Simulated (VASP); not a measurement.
# Si: a series in biaxial strain in the (111) plane, part 2 of 2

How do the elastic response and the band edges of Si follow biaxial strain in the (111) plane?

VASP 6.6.1, plane waves and PAW; the level of theory is named at each step.

So far: The starting structure; Relax the crystal, PBE; Strain along the normal, PBE; Band edges, TB-mBJ with spin-orbit coupling; Band edges, r2SCAN with spin-orbit coupling.

### 5. Band edges, r2SCAN with spin-orbit coupling (continued)

Level of this step: r2SCAN, spin-orbit coupling; plane waves and PAW (Si) (VASP).

From OUTCAR (step 5):

```text
  Total        0.3956632      0.3956632      0.3956632     -0.3988089     -0.3988089     -0.3988089
  in kB       16.0042324     16.0042324     16.0042324    -16.1314758    -16.1314758    -16.1314758
  external PRESSURE =      16.0042324 kB  Pullay stress =       0.0000000 kB

 POSITION                                       TOTAL-FORCE (eV/Angst)
 -----------------------------------------------------------------------------------
      0.00706      0.00706      0.00706        -0.011609     -0.011609     -0.011609
      1.37212      1.37212      1.37212         0.011609      0.011609      0.011609
 -----------------------------------------------------------------------------------
    total drift:                               -0.000000     -0.000000     -0.000000

  FREE ENERGIE OF THE ION-ELECTRON SYSTEM (eV)
  ---------------------------------------------------
  free  energy   TOTEN  =       -17.5332250289 eV

  energy  without entropy=      -17.5332250289  energy(sigma->0) =      -17.53322503

[... 2 parts as in an earlier step ...]

[... 1 further part left out ...]
[key lines of the parts left out:]
E-fermi :   6.0777
```

Read from the output:

| Item | Value |
| --- | --- |
| energy(sigma→0) of the program | -17.5332 eV |
| stress, compression positive | -1.63 along [111], 3.21 across it (mean), GPa |

The run ends at a pressure of 1.60 GPa, with forces up to 0.020 eV/Å.

### 6. The table

LASPH is off in runs at PBE and on in runs at TB-mBJ and r2SCAN.

The other members went through these steps as far as the tables show, with the same cutoff and, step by step, the same mesh; 35 runs are not shown. The session took 3.6 core hours (wall time by ranks) on a shared machine.

| in-plane strain (%) | strain along the normal (%) | in-plane stress, tension positive (GPa) | energy above the unstrained row (meV/atom) | gap on the mesh, PBE (eV) |
| --- | --- | --- | --- | --- |
| -2.000 | 0.883 | -4.515 | 11.251 | 0.440 |
| -1.500 | 0.657 | -3.330 | 6.285 | 0.492 |
| -1.000 | 0.433 | -2.187 | 2.779 | 0.539 |
| -0.500 | 0.213 | -1.079 | 0.695 | 0.581 |
| 0 | 0.000 | -0.006 | 0.000 | 0.618 |
| 0.500 | -0.201 | 1.031 | 0.654 | 0.589 |
| 1.000 | -0.401 | 2.036 | 2.619 | 0.562 |
| 1.500 | -0.596 | 3.002 | 5.856 | 0.535 |
| 2.000 | -0.790 | 3.930 | 10.327 | 0.508 |

Slopes at zero strain, from cubics through all rows: strain ratio -0.416, stress over strain 211 GPa.

Band edges at TB-mBJ with spin-orbit coupling, counted from the valence-band top at Γ, spin-orbit pairs averaged, with one row partly withheld:

| in-plane strain (%) | gap (eV) | conduction band at Γ (eV) | Δ or X valley along z (eV) | Δ or X valley along x (eV) | lowest conduction level at L, [111] (eV) | lowest conduction level at L, [-111] (eV) | second valence level below the top (eV) | third valence level below the top (eV) |
| --- | --- | --- | --- | --- | --- | --- | --- | --- |
| -2.000 | 1.090 | 2.792 | 1.089 | 1.089 | 2.442 | 2.029 | 0.030 | 0.322 |
| -1.500 | 1.147 | 2.902 | 1.147 | 1.147 | 2.366 | 2.059 | 0.029 | 0.240 |
| -1.000 | 1.199 | 3.004 | 1.198 | 1.198 | 2.289 | 2.087 | 0.027 | 0.162 |
| -0.500 | 1.244 | 3.095 | 1.243 | 1.243 | 2.211 | 2.112 | 0.023 | 0.092 |
| 0 | 1.283 | 3.154 | 1.281 | 1.281 | 2.132 | 2.132 | 0.000 | 0.045 |
| 0.500 | 1.262 | 3.099 | 1.260 | 1.260 | 2.000 | 2.095 | 0.054 | 0.089 |
| 1.000 | 1.233 | 3.035 | 1.232 | 1.232 | ? | 2.054 | 0.109 | 0.142 |
| 1.500 | 1.203 | 2.971 | 1.202 | 1.202 | 1.732 | 2.013 | 0.161 | 0.193 |
| 2.000 | 1.172 | 2.910 | 1.172 | 1.172 | 1.604 | 1.973 | 0.209 | 0.240 |

Conduction masses, in electron masses:

| in-plane strain (%) | L [111] mass, longitudinal | L [111] mass, transverse along [1-10] |
| --- | --- | --- |
| -2.000 | 1.974 | 0.154 |
| -1.500 | 1.918 | 0.152 |
| -1.000 | 1.904 | 0.151 |
| -0.500 | 1.863 | 0.149 |
| 0 | 1.812 | 0.148 |
| 0.500 | 1.789 | 0.147 |
| 1.000 | 1.803 | 0.146 |
| 1.500 | 1.756 | 0.144 |
| 2.000 | 1.744 | 0.143 |

Band edges at r2SCAN with spin-orbit coupling, counted from the valence-band top at Γ, spin-orbit pairs averaged:

| in-plane strain (%) | gap (eV) | conduction band at Γ (eV) | Δ or X valley along z (eV) | Δ or X valley along x (eV) | lowest conduction level at L, [111] (eV) | lowest conduction level at L, [-111] (eV) | second valence level below the top (eV) | third valence level below the top (eV) |
| --- | --- | --- | --- | --- | --- | --- | --- | --- |
| -2.000 | 0.598 | 2.344 | 0.596 | 0.596 | 2.128 | 1.692 | 0.030 | 0.325 |
| -1.500 | 0.656 | 2.455 | 0.656 | 0.656 | 2.044 | 1.721 | 0.029 | 0.242 |
| -1.000 | 0.708 | 2.558 | 0.708 | 0.708 | 1.960 | 1.747 | 0.028 | 0.164 |
| -0.500 | 0.754 | 2.650 | 0.753 | 0.753 | 1.875 | 1.770 | 0.023 | 0.093 |
| 0 | 0.793 | 2.710 | 0.792 | 0.792 | 1.790 | 1.790 | 0.000 | 0.046 |
| 0.500 | 0.771 | 2.656 | 0.770 | 0.770 | 1.650 | 1.751 | 0.054 | 0.090 |
| 1.000 | 0.742 | 2.592 | 0.741 | 0.741 | 1.509 | 1.708 | 0.110 | 0.143 |
| 1.500 | 0.710 | 2.529 | 0.710 | 0.710 | 1.371 | 1.665 | 0.162 | 0.195 |
| 2.000 | 0.678 | 2.469 | 0.678 | 0.678 | 1.237 | 1.624 | 0.210 | 0.242 |

Conduction masses, in electron masses:

| in-plane strain (%) | L [111] mass, longitudinal | L [111] mass, transverse along [1-10] |
| --- | --- | --- |
| -2.000 | 1.955 | 0.135 |
| -1.500 | 1.911 | 0.134 |
| -1.000 | 1.900 | 0.133 |
| -0.500 | 1.845 | 0.131 |
| 0 | 1.841 | 0.130 |
| 0.500 | 1.827 | 0.128 |
| 1.000 | 1.781 | 0.127 |
| 1.500 | 1.759 | 0.125 |
| 2.000 | 1.736 | 0.124 |

### 7. A fit to the known rows

The quantity to fit is the splitting of the lowest conduction levels at the L points ([111] less [-111]) at TB-mBJ with spin-orbit coupling: 0.413, 0.306, 0.202, 0.099, 0.000, -0.096, -0.280, -0.369 eV in the rows shown.

Fitting a parabola to the 8 known rows (d: strain along the axis less the strain across it, in %) gives E = 0.001911 d² + 0.1377 d + 1.72e-5 in eV; the residuals are 2.2e-4 eV r.m.s.

For the withheld row, d = -1.401, the fit gives -0.1892 eV.

### 8. Checking the prediction

The calculation gives -0.1893 eV, so the prediction is 0.0001 eV too high.

The splitting is Ξu times 8/9 of d, with d as a fraction, so the linear term gives Ξu = 15.5 eV.

### 9. Summary of results

```
ratio of normal to in-plane strain                                  : -0.416
biaxial modulus                                                     : 211 GPa
gap of the unstrained cell, TB-mBJ with spin-orbit coupling         : 1.28 eV
gap of the unstrained cell, r2SCAN with spin-orbit coupling         : 0.79 eV
shear deformation potential Ξu of the lowest conduction levels at L : 15.5 eV
error of the predicted row                                          : 0.1 meV
```

As a check, the curvature of the energy gives 212 GPa for the same modulus (energy per volume = M × strain²), 0 % from the slope of the stress. At TB-mBJ with spin-orbit coupling the lowest conduction valley is Δ or X throughout, and the gap runs between 1.09 and 1.28 eV. At r2SCAN with spin-orbit coupling the lowest conduction valley is Δ or X throughout, and the gap runs between 0.60 and 0.79 eV. Hole masses are left out throughout, since the top bands are degenerate or cross in many series; of conduction masses, those of the Γ, L and (for Si and Ge under (001) strain) Δ valleys are kept where they change by under an eighth between rows. A measured gap of unstrained Si is 1.1 eV (arxiv:1111.5263, band gap, quoted experimental value, temperature not given); the static gaps here belong to the lattice relaxed at PBE. TB-mBJ is a potential fitted for gaps; it has no energy functional, so its total energies and forces mean nothing, and its bands tend to come out too narrow. r2SCAN opens gaps somewhat over GGA but leaves them below measured values as a rule. Δ or X levels are the lowest on their line, refined by a parabola unless they lie at X; the gap is read from all points sampled and can differ from the lowest valley by some meV, or by tens of meV where strain moves the valence top off Γ. Temperature, zero-point motion and excitons are left out.

[Lines on the potential files, build, host, timing and source positions are cut from VASP's logs without a mark.]

[Logs are printed without paths, hosts, clocks, repeated set-up lines and the standing remarks that a program may print on its own settings, such as how far it seeks lower states.]

[Hosts, paths, dates, database ids (printed as entryN), source tags and the programs' standing remarks are cut or masked in the printed files.]

[In band tables of VASP the shares of atoms and orbitals are scaled to a sum of 1 inside the atoms' spheres.]
